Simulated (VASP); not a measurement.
BN:

```
CELL_PARAMETERS angstrom
0.00000 1.81300 1.81300
1.81300 0.00000 1.81300
1.81300 1.81300 0.00000
ATOMIC_POSITIONS crystal
N 0.25000 0.25000 0.25000
B 0.00000 0.00000 0.00000
```

The cell is a database's computed one.

Base run:

| Property | Result |
| --- | --- |
| Program | VASP 6.6.1 |
| Functional | TPSS |
| Potentials or basis | VASP PAW PBE potentials, release 64 (N, B) |
| Cutoff | 520 eV |
| k mesh | 13 × 13 × 13 |
| Occupations | fermi-dirac, width 0.05 eV |
| Spin | no spin polarisation |

Its results: band gap on the k mesh 4.53 eV, indirect (least direct gap 9.21 eV); pressure -0.2 GPa.

Problem. After a change of settings the same cell gave: band gap on the k mesh 4.39 eV, indirect (least direct gap 9.18 eV); pressure -2.2 GPa. Which change was it?
A. functional from TPSS to revPBE
B. functional from TPSS to revTPSS
C. functional from TPSS to MS2; further incar settings from ALGO = Normal; EDIFF = 1e-06 to ALGO = Normal; EDIFF = 1e-06; NBANDS = 11
D. functional from TPSS to PBE; occupations from fermi-dirac, width 0.05 eV to gaussian, width 0.012 eV

Solution. B.

Caveats: the PAW data sets were made with another functional, which shifts forces and pressure a little.
